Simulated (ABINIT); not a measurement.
Runs of ABINIT 10.8.3 (patched build) on TiB2. Symmetry: P6/mmm, No. 191, hexagonal system. The conventional cell has a = 3.029 Å, b = 3.029 Å, c = 3.228 Å, α = 90.00°, β = 90.00°, γ = 120.00°. Ti (site symmetry 6/mmm) has 12 B at 2.38 Å as nearest neighbours. Around B (site symmetry -6m2) lie 3 B at 1.75 Å. 

```tsv
level	gap on the mesh (eV)	pressure (GPa)	relaxed volume (Å³/atom)
PBE	none	0.0	8.58
BLYP	none	0.0	8.81
AM05	none	0.0	(b)
revPBE	none	0.0	8.69
PBEsol	none	0.0	8.40
PW91	none	0.0	8.58
LDA	none	0.0	(a)
RPBE	none	0.0	8.73
```

Alike in all rows: task relaxation of cell and atoms; potentials or basis JTH PAW PBE v2.0; no spin polarisation; cell relaxed; k mesh 10 × 10 × 8; cutoff (eV) 490; smearing fermi-dirac 0.05 eV.

Q: Fill in the values left out.

A: (a) 8.21; (b) 8.37.

Caveats: the atomic spheres overlap; the PAW data sets were made with another functional, which shifts forces and pressure a little (some runs).

A gap of «none» marks a metal or a gap under the smearing width.
